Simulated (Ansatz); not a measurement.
Crystal: CdSe (Cadmoselite).

```
Cd Se
1.0
     4.30000    0.00000    0.00000
    -2.15000    3.72391    0.00000
     0.00000    0.00000    7.02000
Cd Se
2 2
Direct
  0.66667 0.33333 0.50000
  0.33333 0.66667 0.00000
  0.66667 0.33333 0.88500
  0.33333 0.66667 0.38500
```

Base run:

| Item | Value |
| --- | --- |
| Program | Ansatz 0.2.0 |
| Functional | r2SCAN |
| Potentials or basis | Ansatz PAW |
| Cutoff | 500 eV (not typed: the program's choice for these potentials) |
| k mesh | 7 × 7 × 4 |
| Occupations | fermi-dirac, width 0.05 eV |
| Spin | no spin polarisation |

Its results: band gap on the k mesh 1.20 eV, direct; pressure 1.6 GPa; largest force 0.278 eV/Å.

Question: The run is repeated on the same cell with these changes: functional from r2SCAN to PBE; cutoff from 500 eV (not typed: the program's choice for these potentials) to 420 eV (not typed: the program's choice for these potentials). What comes out?

Answer: Band gap on the k mesh 0.70 eV, direct; pressure 3.0 GPa; largest force 0.282 eV/Å.

r2SCAN gives the wider gap, since meta-GGAs in the generalised Kohn-Sham scheme recover part of the derivative discontinuity.

Caveats: the PAW data sets come from PBE, with cores solved anew for the run's functional, which leaves a small shift of forces and pressure (some runs).
